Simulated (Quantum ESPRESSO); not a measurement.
Pd: phonons and electron-phonon coupling with PBE

The system is Pd.

```
Pd
1.0
     0.00000    1.94650    1.94650
     1.94650    0.00000    1.94650
     1.94650    1.94650    0.00000
Pd
1
Cartesian
  0.0000 0.0000 0.0000
```

```json
{"Program": "Quantum ESPRESSO 7.5", "Task": "phonons and electron-phonon coupling", "Functional": "PBE", "Potentials or basis": "GBRV 1.5 PBE", "Cutoff": "612 eV", "Density cutoff": "4898 eV", "k mesh": "12 × 12 × 12", "Occupations": "methfessel-paxton, width 0.272 eV", "Spin": "no spin polarisation", "Mixing beta": "0.5", "Most SCF iterations": "120", "SCF threshold": "2e-10 Ry", "q mesh": "4 × 4 × 4"}
```

The relaxed volume is 15.33 Å³/atom, the relaxed cell is a = 2.788 Å, b = 2.788 Å, c = 2.788 Å, α = 60.00°, β = 60.00°, γ = 60.00° and the space group after relaxing (to 0.05 Å) is Fm-3m (No. 225). The pressure after relaxing is 0.0 GPa, the band gap on the k mesh is none (metal or under the smearing width) and the highest phonon frequency is 219 cm⁻¹. The zero-point energy is 0.026 eV/atom.

Step by step:
| step | energy change (eV) | largest force (eV/Å) | pressure (GPa) | volume (Å³) |
| --- | --- | --- | --- | --- |
| 1 | 0.0000 | 0.0000 | 7.24 | 14.75 |
| 2 | -0.0125 | 0.0000 | 0.31 | 15.30 |
| 3 | -0.0125 | 0.0000 | 0.01 | 15.33 |
| 4 | -0.0125 | 0.0000 | 0.00 | 15.33 |

Final structure:
```xyz
1
Lattice="0.0000 1.9716 1.9716 1.9716 0.0000 1.9716 1.9716 1.9716 0.0000" Properties=species:S:1:pos:R:3 pbc="T T T"
Pd    0.0000    0.0000    0.0000
```

Levels at points of the mesh, in eV from the Fermi level:
```tsv
k point	band 4	band 5	band 6	band 7	band 8	band 9	band 10	band 11	band 12	band 13
(0.00, 0.00, 0.00)	-6.84	-2.66	-2.66	-2.66	-1.14	-1.14	17.84	22.39	22.39	22.39
(0.00, 0.00, -0.50)	-4.99	-2.70	-2.70	-0.01	-0.01	1.11	7.05	17.07	21.26	21.26
(0.00, -0.50, -0.50)	-5.05	-4.79	-0.04	0.28	0.28	3.38	10.41	13.21	13.21	21.05
```

Phonon frequencies in cm⁻¹ (negative: imaginary):
```
              q point  frequencies
(0.000, 0.000, 0.000)        0 0 0
(0.318, 0.000, 0.318)  122 122 180
(0.500, 0.150, 0.650)  141 162 199
(0.346, 0.346, 0.692)  126 176 183
(0.144, 0.144, 0.288)    49 83 141
(0.091, 0.091, 0.091)     23 23 61
(0.409, 0.409, 0.409)  101 101 210
(0.589, 0.321, 0.589)  123 157 196
(0.500, 0.275, 0.725)  134 178 181
(0.500, 0.450, 0.550)  108 114 216
(0.431, 0.431, 0.639)  116 141 204
(0.562, 0.125, 0.562)  146 155 208
```

Phonon frequencies at the corners of the path (cm⁻¹, interpolated; i marks imaginary ones):
| point | frequencies |
| --- | --- |
| Γ | 0 0 0 |
| X | 151 151 213 |
| W | 135 180 180 |
| K | 134 168 193 |
| L | 107 107 219 |
| U | 134 168 193 |

Phonon states per cell in windows of 10 cm⁻¹ (negative: imaginary):
| from (cm⁻¹) | total |
| --- | --- |
| 0 | 0.00 |
| 10 | 0.00 |
| 20 | 0.01 |
| 30 | 0.02 |
| 40 | 0.03 |
| 50 | 0.04 |
| 60 | 0.06 |
| 70 | 0.08 |
| 80 | 0.11 |
| 90 | 0.15 |
| 100 | 0.24 |
| 110 | 0.29 |
| 120 | 0.29 |
| 130 | 0.27 |
| 140 | 0.21 |
| 150 | 0.18 |
| 160 | 0.15 |
| 170 | 0.09 |
| 180 | 0.16 |
| 190 | 0.37 |
| 200 | 0.21 |
| 210 | 0.05 |

Harmonic thermodynamics per atom at this volume (zero-point energy 26.1 meV, Debye temperature from the second moment 273 K):
```
 T (K)  free energy (meV)  entropy (k_B)  heat capacity Cv (k_B)
    50               25.6           0.45                    1.02
   100               21.2           1.56                    2.14
   200               -0.2           3.28                    2.74
298.15              -33.0           4.41                    2.88
   500             -123.9           5.92                    2.96
   800             -296.4           7.32                    2.98
```

Electron-phonon coupling by broadening of the double delta (levels on a 36 × 36 × 36 mesh):
| broadening (eV) | λ | N(E_F) (states/eV a spin and cell) | ω_log (K) | Tc, μ* 0.10 (K) | Tc, μ* 0.13 (K) |
| --- | --- | --- | --- | --- | --- |
| 0.07 | 0.40 | 1.375 | 163 | 0.7 | 0.3 |
| 0.14 | 0.34 | 1.248 | 160 | 0.2 | 0.1 |
| 0.20 | 0.31 | 1.118 | 160 | 0.1 | 0.0 |
| 0.27 | 0.29 | 1.002 | 160 | 0.1 | 0.0 |
| 0.34 | 0.27 | 0.908 | 160 | 0.0 | 0.0 |
| 0.41 | 0.26 | 0.832 | 161 | 0.0 | 0.0 |
| 0.48 | 0.25 | 0.771 | 162 | 0.0 | 0.0 |
| 0.54 | 0.24 | 0.722 | 162 | 0.0 | 0.0 |
| 0.61 | 0.24 | 0.681 | 163 | 0.0 | 0.0 |
| 0.68 | 0.23 | 0.647 | 164 | 0.0 | 0.0 |

The same from a weighted sum over the computed q points, without interpolation:
| broadening (eV) | λ | ω_log (K) | Tc, μ* 0.10 (K) | Tc, μ* 0.13 (K) |
| --- | --- | --- | --- | --- |
| 0.07 | 0.38 | 170 | 0.6 | 0.2 |
| 0.14 | 0.33 | 171 | 0.2 | 0.0 |
| 0.20 | 0.29 | 171 | 0.1 | 0.0 |
| 0.27 | 0.27 | 172 | 0.0 | 0.0 |
| 0.34 | 0.26 | 172 | 0.0 | 0.0 |
| 0.41 | 0.25 | 173 | 0.0 | 0.0 |
| 0.48 | 0.24 | 173 | 0.0 | 0.0 |
| 0.54 | 0.23 | 173 | 0.0 | 0.0 |
| 0.61 | 0.23 | 174 | 0.0 | 0.0 |
| 0.68 | 0.22 | 174 | 0.0 | 0.0 |

Eliashberg function at a broadening of 0.27 eV:
```tsv
cm⁻¹	α²F
6	0.000
17	0.000
28	0.004
39	0.011
50	0.018
61	0.031
72	0.046
84	0.067
95	0.097
106	0.160
117	0.192
128	0.204
139	0.150
150	0.115
162	0.096
173	0.043
184	0.048
195	0.164
206	0.063
217	0.002
```

Coupling and linewidth of each mode at the computed q points (broadening 0.27 eV):
| q | cm⁻¹ | λ of the modes | linewidths (GHz) |
| --- | --- | --- | --- |
| (0.00, 0.00, 0.25) | 66 66 154 | 0.16 0.16 0.05 | 8 8 13 |
| (0.00, 0.00, -0.50) | 107 107 219 | 0.07 0.07 0.02 | 10 10 13 |
| (0.00, 0.25, 0.25) | 100 100 151 | 0.08 0.08 0.09 | 9 9 24 |
| (0.00, 0.25, -0.50) | 126 139 201 | 0.09 0.13 0.04 | 16 29 17 |
| (0.00, 0.25, -0.25) | 93 140 188 | 0.20 0.09 0.04 | 20 20 18 |
| (0.00, -0.50, -0.50) | 151 151 213 | 0.09 0.09 0.05 | 24 24 29 |
| (0.25, -0.50, -0.25) | 135 180 180 | 0.15 0.06 0.06 | 32 22 22 |

Run time: 15 min on 4 MPI ranks on Arm Neoverse V2, on a shared host, peak memory 0.32 GiB a rank.

Caveat: λ from interpolated matrix elements is rough: modes that symmetry makes equal can differ by tens of percent.
